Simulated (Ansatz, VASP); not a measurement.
One calculation of SiNi3, two programs

```xyz
4
Lattice="3.5655 0.0000 0.0000 0.0000 3.5655 0.0000 0.0000 0.0000 3.5655" Properties=species:S:1:pos:R:3 pbc="T T T"
Ni    1.7827    1.7827    0.0000
Ni    1.7827    0.0000    1.7827
Ni    0.0000    1.7827    1.7827
Si    0.0000    0.0000    0.0000
```

Change from the starting cell: volume scaled by 1.02.

Alike in both runs: task single point; functional PBE; k mesh 8 × 8 × 8; occupations fermi-dirac, width 0.05 eV; collinear spin, ferromagnetic start.

|  | VASP | Ansatz |
| --- | --- | --- |
| version | VASP 6.6.1 | Ansatz 0.2.0 |
| potentials or method | VASP PAW PBE potentials, release 64 (Ni, Si) | Ansatz PAW |
| plane-wave cutoff (eV) | 520 | 420 |
| valence electrons in the cell | 34 | 58 |

Ansatz gave:

| Quantity | Value |
| --- | --- |
| gap on the k mesh at the Fermi level (eV) | none |
| pressure (GPa) | -9.5 |
| net moment per atom (μB) | 0.00 |

Problem. What did VASP give for the same quantities?

Solution. gap on the k mesh at the Fermi level (eV): none; pressure (GPa): -9.4; net moment per atom (μB): 0.00.

A gap of «none» marks a metal or a gap that the smearing closes. The two sets of potentials don't hold the same shells in valence.

Caveats: the starting moments weren't kept (Ansatz).
